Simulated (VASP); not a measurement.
# ErH (Fm-3m) in VASP: equation of state

How stiff is ErH in PBE, and what volume does it want? The cell is scaled to several volumes.

Program: VASP 6.6.1. These are calculated values, not measurements. Logs are shortened: lines on timing, memory, paths and dates and some standing lists are left out, and cuts for length are marked.

**1. The structure**

Symmetry: Fm-3m, No. 225, cubic system. Conventional cell: a = 4.872 Å, b = 4.872 Å, c = 4.872 Å, α = 90.00°, β = 90.00°, γ = 90.00°. Er (site symmetry m-3m) has 6 H at 2.44 Å as nearest neighbours. Around H (site symmetry m-3m) lie 6 Er at 2.44 Å.

The cell comes from a database or a generator and needn't be the stable form of this composition.

**2. Equation of state, PBE, collinear spin, ferromagnetic start, 13.59 Å³/atom (volume scaled by 0.94)**

INCAR

```
PREC = Accurate ; ENCUT = 520
EDIFF = 1E-7 ; ISMEAR = -1
SIGMA = 0.05 ; LREAL = F
LASPH = T ; NELM = 100
ALGO = Normal ; ISIF = 2
LWAVE = F ; LCHARG = F
ISPIN = 2 ; MAGMOM = 3 0
LORBIT = 11 ; LMAXMIX = 6
GGA = PE ; NBANDS = 22
```

KPOINTS

```
Automatic mesh
0
Gamma
  9 9 9
```

POSCAR

```
ErH
1.0
    0.0000000000      2.3861248229      2.3861248229
    2.3861248229      0.0000000000      2.3861248229
    2.3861248229      2.3861248229      0.0000000000
Er H
1 1
Direct
    0.0000000000      0.0000000000      0.0000000000
    0.5000000000      0.5000000000      0.5000000000
```

Potentials or basis: VASP PAW PBE potentials, release 64 (Er, H).

Launch:

```
cat potpaw_PBE.64/Er/POTCAR potpaw_PBE.64/H/POTCAR > POTCAR
mpirun -np 1 vasp_std > vasp.out
```

OUTCAR:

```text
PREC = Accurate
   ENCUT = 520
   EDIFF = 1E-7
   ISMEAR = -1
   LREAL = F
   LASPH = T
   NELM = 100
   ISIF = 2
   ISPIN = 2
   LORBIT = 11
   GGA = PE

 Found     35 irreducible k-points:

 Following reciprocal coordinates:
            Coordinates               Weight
  0.000000  0.000000  0.000000      1.000000
  0.111111  0.000000  0.000000      8.000000
  0.222222  0.000000  0.000000      8.000000
  0.333333  0.000000  0.000000      8.000000
  0.444444  0.000000  0.000000      8.000000
  0.111111  0.111111  0.000000      6.000000
   k-points           NKPTS =     35   k-points in BZ     NKDIM =     35   number of bands    NBANDS=     22
   number of dos      NEDOS =    301   number of ions     NIONS =      2
   total plane-waves  NPLWV =  21952
   dimension x,y,z NGX =    28 NGY =   28 NGZ =   28
   dimension x,y,z NGXF=    56 NGYF=   56 NGZF=   56
   ions per type =               1   1
   NGX,Y,Z   is equivalent  to a cutoff of  13.79, 13.79, 13.79 a.u.
   NGXF,Y,Z  is equivalent  to a cutoff of  27.59, 27.59, 27.59 a.u.
 SYSTEM =  unknown system
   PREC   = accura    normal or accurate (medium, high low for compatibility)
   ISTART =      0    job   : 0-new  1-cont  2-samecut
   ICHARG =      2    charge: 1-file 2-atom 10-const
   ISPIN  =      2    spin polarized calculation?
   LNONCOLLINEAR =      F non collinear calculations
   LSORBIT =      F    spin-orbit coupling
   LASPH  =      T    aspherical Exc in radial PAW
   ENCUT  =  520.0 eV  38.22 Ry    6.18 a.u.   6.27  6.27  6.27*2*pi/ulx,y,z
   NELM   =    100;   NELMIN=  2; NELMDL= -5     # of ELM steps
   EDIFF  = 0.1E-06   stopping-criterion for ELM
   LREAL  =      F    real-space projection
   EDIFFG = 0.1E-05   stopping-criterion for IOM
   NSW    =      0    number of steps for IOM
   IBRION =     -1    ionic relax: 0-MD 1-quasi-New 2-CG
   NFREE  =      0    steps in history (QN), initial steepest desc. (CG)
   ISIF   =      2    stress and relaxation
   ISYM   =      2    0-nonsym 1-usesym 2-fastsym
   POTIM  = 0.5000    time-step for ionic-motion
   TEBEG  =    0.0;   TEEND  =   0.0 temperature during run
   PSTRESS=    0.0 pullay stress
   NELECT =      23.0000    total number of electrons
   NUPDOWN=      -1.0000    fix difference up-down
   EMIN   =  10.00;   EMAX   =-10.00  energy-range for DOS
   EFERMI =   0.00;   METHOD = LEGACY
   ISMEAR =    -1;   SIGMA  =   0.05  broadening in eV -4-tet -1-fermi 0-gaus
   EFERMI_NEDOS =   21; number of points for ismear=-14 and -15
   IALGO  =     38    algorithm
   IMIX   =      4    mixing-type and parameters
     AMIX     =   0.40;   BMIX     =  1.00
     AMIX_MAG =   1.60;   BMIX_MAG =  1.00
  volume/ion in A,a.u.               =      13.59        91.68
  Fermi-wavevector in a.u.,A,eV,Ry     =   1.548630  2.926486 32.630231  2.398254
  Thomas-Fermi vector in A             =   2.653553
   LORBIT       =     11    0 simple, 1 ext, 2 COOP (PROOUT), +10 PAW based schemes
   GGA     = PE    functional components
   LHFCALC =     F    Hartree Fock is set to
   AEXX    =    0.0000 exact exchange contribution
   IVDW    =     0    specifies the selected vdW correction
   LEPSILON=     F    determine dielectric tensor
   LRPA    =     F    only Hartree local field effects (RPA)
 spin polarized calculation
  energy-cutoff  :      520.00
  volume of cell :       27.17
 maximum number of plane-waves:       751
 NGX is ok and might be reduce to    28
   NGX = 13   NGY = 13   NGZ = 13

 number of electron      23.0000000 magnetization       2.4440179

 Free energy of the ion-electron system (eV)
  ---------------------------------------------------
  ext. energy  EPLUGINS =         0.00000000
  ---------------------------------------------------
  free energy    TOTEN  =        -9.09265360 eV

  energy without entropy =       -9.01891349  energy(sigma->0) =       -9.05578354

 E-fermi :   3.4483     XC(G=0): -11.2836

 val. band max:        3.4440625120   @ k =   0.3333   0.2222   0.0000
 cond. band min:       3.4563340380   @ k =   0.3333   0.2222   0.0000
 fundamental gap:      0.0122715261
 Fermi energy:         3.4482978684

 spin component 1

 k-point     1 :       0.0000    0.0000    0.0000
  band No.  band energies     occupation
      1     -45.7825      1.00000
      2     -19.4185      1.00000
      3     -19.4185      1.00000
      4     -19.4185      1.00000
      5      -4.6053      1.00000
      6       0.5896      1.00000
[... 14 lines left out ...]
     21      16.0768      0.00000
     22      16.0768      0.00000
[... 102 lines left out ...]
  band No.  band energies     occupation
      1     -45.7700      1.00000
      2     -19.5459      1.00000
      3     -19.4594      1.00000
      4     -19.4594      1.00000
      5      -4.1496      1.00000
      6       0.6023      1.00000
[... 14 lines left out ...]
     21      16.4790      0.00000
     22      18.9035      0.00000

 [... further k-points ...]

 spin component 2

 k-point     1 :       0.0000    0.0000    0.0000
  band No.  band energies     occupation
      1     -44.7060      1.00000
      2     -18.6449      1.00000
      3     -18.6449      1.00000
      4     -18.6449      1.00000
      5      -4.5668      1.00000
      6       2.9056      0.99998
[... 14 lines left out ...]
     21      16.2281      0.00000
     22      16.2281      0.00000
[... 102 lines left out ...]
  band No.  band energies     occupation
      1     -44.6922      1.00000
      2     -18.7851      1.00000
      3     -18.6892      1.00000
      4     -18.6892      1.00000
      5      -4.0990      1.00000
      6       2.8734      0.99999
[... 14 lines left out ...]
     21      16.6364      0.00000
     22      19.0427      0.00000

 [... further k-points ...]

------------------------ aborting loop because EDIFF is reached ----------------------------------------

  FORCE on cell =-STRESS in cart. coord.  units (eV):
  Direction    XX          YY          ZZ          XY          YZ          ZX
  --------------------------------------------------------------------------------------
  -------------------------------------------------------------------------------------
  Total        0.9513453      0.9513453      0.9513453     -0.0000000      0.0000000      0.0000000
  in kB       56.0969536     56.0969536     56.0969536     -0.0000000      0.0000000      0.0000000
  external PRESSURE =      56.0969536 kB  Pullay stress =       0.0000000 kB

 VOLUME and BASIS-vectors are now :
 -----------------------------------------------------------------------------
  energy-cutoff  :      520.00
  volume of cell :       27.17
      direct lattice vectors                 reciprocal lattice vectors
     0.000000000  2.386124823  2.386124823    -0.209544780  0.209544780  0.209544780
     2.386124823  0.000000000  2.386124823     0.209544780 -0.209544780  0.209544780
     2.386124823  2.386124823  0.000000000     0.209544780  0.209544780 -0.209544780

 POSITION                                       TOTAL-FORCE (eV/Angst)
 -----------------------------------------------------------------------------------
      0.00000      0.00000      0.00000         0.000000      0.000000      0.000000
      2.38612      2.38612      2.38612         0.000000     -0.000000     -0.000000
 -----------------------------------------------------------------------------------
    total drift:                               -0.000000      0.000000      0.000000

  FREE ENERGIE OF THE ION-ELECTRON SYSTEM (eV)
  ---------------------------------------------------
  free  energy   TOTEN  =        -9.0926535976 eV

  energy  without entropy=       -9.0189134888  energy(sigma->0) =       -9.05578354

 total charge

# of ion       s       p       d       f       tot
--------------------------------------------------
    1        2.107   5.770   0.544  11.317  19.737
    2        0.525   0.009   0.000   0.000   0.534
--------------------------------------------------
tot          2.632   5.779   0.544  11.317  20.271

 magnetization (x)

# of ion       s       p       d       f       tot
--------------------------------------------------
    1        0.002  -0.024   0.017   2.464   2.459
    2       -0.002   0.000   0.000   0.000  -0.002
--------------------------------------------------
tot         -0.000  -0.024   0.017   2.464   2.457
```

Wall time 3.6 min (1 thread of AMD EPYC 7R13 (Zen 3), shared host); peak memory 0.17 GiB.

What came out:

```
Free energy                                           : -9.0927 eV
Pressure                                              : 5.6 GPa
Band gap on the k mesh                                : none (metal or under the smearing width)
Net moment                                            : 2.44 μB per cell
Site moments                                          : Er +2.46; H -0.00 μB
Valence electrons inside the program's atomic spheres : Er 19.74; H 0.53
```

Caveat: the magnetic or orbital state may not be the lowest; spin-orbit coupling is left out, which moves the levels of the heavy elements; without U or exact exchange the open f shell lies at the Fermi level, which spoils levels, moments and volumes.

**3. Equation of state, PBE, collinear spin, ferromagnetic start, 13.87 Å³/atom (volume scaled by 0.96)**

INCAR

```
SYSTEM = ErH
PREC = Accurate ; ENCUT = 520
EDIFF = 1E-7 ; ISMEAR = -1
SIGMA = 0.05 ; LREAL = .False.
LASPH = .True. ; NELM = 120
ALGO = Normal ; ISIF = 2
LWAVE = .False. ; LCHARG = .False.
ISPIN = 2 ; MAGMOM = 3 0
LORBIT = 11 ; LMAXMIX = 6
GGA = PE ; NBANDS = 22
```

KPOINTS

```
regular mesh
0
Gamma
  9 9 9
  0 0 0
```

POSCAR

```
ErH
1.0
    0.0000000000      2.4029290725      2.4029290725
    2.4029290725      0.0000000000      2.4029290725
    2.4029290725      2.4029290725      0.0000000000
Er H
1 1
Direct
    0.0000000000      0.0000000000      0.0000000000
    0.5000000000      0.5000000000      0.5000000000
```

Potentials or basis: VASP PAW PBE potentials, release 64 (Er, H).

Launch:

```
cat potpaw_PBE.64/Er/POTCAR potpaw_PBE.64/H/POTCAR > POTCAR
mpirun -np 1 vasp_std > vasp.out
```

It took 3 min on 1 thread of AMD EPYC 7R13 (Zen 3), shared host; peak memory 0.18 GiB.

The run converged. Its results:

```yaml
Free_energy: -9.1107 eV
Pressure: 4.1 GPa
Band_gap_on_the_k_mesh: none (metal or under the smearing width)
Net_moment: 2.44 μB per cell
Site_moments: Er +2.46; H -0.00 μB
Valence_electrons_inside_the_program's_atomic_spheres: Er 19.73; H 0.53
```

Caveat: the magnetic or orbital state may not be the lowest; spin-orbit coupling is left out, which moves the levels of the heavy elements; without U or exact exchange the open f shell lies at the Fermi level, which spoils levels, moments and volumes.

(Continued in part 2 of 2.)
